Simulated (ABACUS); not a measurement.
Crystal: SiC (Moissanite).

```
Si C
1.0
     3.07600    0.00000    0.00000
    -1.53800    2.66389    0.00000
     0.00000    0.00000    5.04800
Si C
2 2
Direct
  0.66667 0.33333 0.50000
  0.33333 0.66667 0.00000
  0.66667 0.33333 0.88500
  0.33333 0.66667 0.38500
```

A run of ABACUS 3.10.1 on this cell left the log below. Logs are shortened: lines on timing, memory, paths and dates and some standing lists are left out, and cuts for length are marked.

```text
ABACUS v3.10.1

               Atomic-orbital Based Ab-initio Computation at UStc

 ------------------------------------------------------------------------------------

 READING GENERAL INFORMATION
                           global_out_dir = OUT.SiC/
                           global_in_card = INPUT
                               pseudo_dir = ./
                              orbital_dir =
                                    DSIZE = 4
                                    GSIZE = 1

 READING UNITCELL INFORMATION
                                    ntype = 2
                  lattice constant (Bohr) = 1.88973
              lattice constant (Angstrom) = 1

 READING ATOM TYPE 1
                               atom label = Si
                      L=0, number of zeta = 1
                      L=1, number of zeta = 1
                      L=2, number of zeta = 1
             number of atom for this type = 2

 READING ATOM TYPE 2
                               atom label = C
                      L=0, number of zeta = 1
                      L=1, number of zeta = 1
                      L=2, number of zeta = 1
             number of atom for this type = 2

                        TOTAL ATOM NUMBER = 4
DIRECT COORDINATES
    atom                   x                   y                   z     mag                  vx                  vy                  vz
taud_Si1            0.6666666667        0.3333333333        0.5000000000  0.0000        0.0000000000        0.0000000000        0.0000000000
taud_Si2            0.3333333333        0.6666666667        0.0000000000  0.0000        0.0000000000        0.0000000000        0.0000000000
[... 318 lines left out ...]
 Density error is 6.59525560849e-09
                          Error Threshold = 1.22963989708e-09
----------------------------------------------------------
     Energy           Rydberg                 eV
----------------------------------------------------------
 E_KohnSham     -41.0211987216       -558.1220414034
 E_KS(sigma->0) -41.0211987216       -558.1220414034
 E_Harris       -41.0210163136       -558.1195596162
 E_band         4.1454679205         56.4019845953
 E_one_elec     11.1279071297        151.4029437788
 E_Hartree      4.6632734934         63.4470908429
 E_xc           -15.0231901390       -204.4009880278
 E_Ewald        -41.7891892057       -568.5710879973
 E_entropy(-TS) -0.0000000000        -0.0000000000
 E_descf        0.0000000000         0.0000000000
 E_exx          0.0000000000         0.0000000000
 E_Fermi        0.7921042972         10.7771318526
----------------------------------------------------------

 charge density convergence is achieved
 final etot is -558.1220414 eV
 EFERMI = 10.777131853 eV

 STATE ENERGY(eV) AND OCCUPATIONS    NSPIN == 1
 1/11 kpoint (Cartesian) = 0.0000 0.0000 0.0000 (3465 pws)
       1       -6.01371     0.00400000
       2       -2.47580     0.00400000
       3       0.971383     0.00400000
       4        8.17748     0.00400000
       5        8.17748     0.00400000
       6        9.46631     0.00400000
       7        9.46631     0.00400000
       8        9.73704     0.00400000
       9        14.2946    1.12103e-33
      10        15.6976    7.30268e-46
      11        16.1697    5.78976e-50
      12        16.1697    5.78976e-50
[... 57 lines left out ...]
 6/11 kpoint (Cartesian) = 0.16255 0.28154 0.0000 (3502 pws)
       1       -2.65194      0.0120000
       2       -1.19507      0.0120000
       3        1.71325      0.0120000
       4        3.15885      0.0120000
       5        4.25625      0.0120000
       6        6.16879      0.0120000
       7        6.41968      0.0120000
       8        8.24694      0.0120000
       9        12.2110    4.21854e-15
      10        13.8405    2.95988e-29
      11        16.4009    1.70549e-51
      12        16.8619    1.68993e-55

[... levels at 5 further k points ...]

------------------------------------------------------------------------------------------
 TOTAL-FORCE (eV/Angstrom)
------------------------------------------------------------------------------------------
                       Si1         0.0000000000         0.0000000000         0.7555431475
                       Si2         0.0000000000         0.0000000000         0.7555431475
                        C1         0.0000000000         0.0000000000        -0.7555431475
                        C2         0.0000000000         0.0000000000        -0.7555431475
------------------------------------------------------------------------------------------

----------------------------------------------------------------
 TOTAL-STRESS (KBAR)
----------------------------------------------------------------
        19.6581763856        -0.0000000000         0.0000000000
         0.0000000000        19.6581763862         0.0000000000
         0.0000000000        -0.0000000000       -29.8719330380
----------------------------------------------------------------
 TOTAL-PRESSURE: 3.148140 KBAR

 --------------------------------------------
 !FINAL_ETOT_IS -558.1220414034117994 eV
 --------------------------------------------
```

Problem. What input gives this log?

Solution. Single point with PBEsol, no spin polarisation. The files as run (others can give the same):

INPUT
```
INPUT_PARAMETERS
suffix              SiC
calculation         scf
basis_type          pw
pseudo_dir          ./
symmetry            1
dft_functional      pbesol
ecutwfc             82
pseudo_rcut         7
nspin               1
nbands              12
ks_solver           dav
smearing_method     fd
smearing_sigma      0.00367493
scf_thr             1e-08
scf_nmax            100
mixing_type         broyden
mixing_beta         0.7
cal_force           1
cal_stress          1
kpar                4
```

STRU
```
ATOMIC_SPECIES
Si 28.0850 Si.upf
C 12.0110 C.upf

LATTICE_CONSTANT
1.8897261246

LATTICE_VECTORS
3.0760000000 0.0000000000 0.0000000000
-1.5380000000 2.6638941420 0.0000000000
0.0000000000 0.0000000000 5.0480000000

ATOMIC_POSITIONS
Direct

Si
0.0
2
0.6666666667 0.3333333333 0.5000000000 1 1 1
0.3333333333 0.6666666667 0.0000000000 1 1 1

C
0.0
2
0.6666666667 0.3333333333 0.8850000000 1 1 1
0.3333333333 0.6666666667 0.3850000000 1 1 1
```

KPT
```
K_POINTS
0
Gamma
10 10 5 0 0 0
```

Potentials or basis: PseudoDojo NC SR 0.4.1 PBEsol standard, plane waves.
Run with:
```bash
$ OMP_NUM_THREADS=1 mpirun -np 4 abacus > log
```

Caveat: there are fewer bands than atomic start orbitals, so a level may be missed at k points of high symmetry; an odd mesh through Γ misses points on the zone boundary, where band edges often lie.
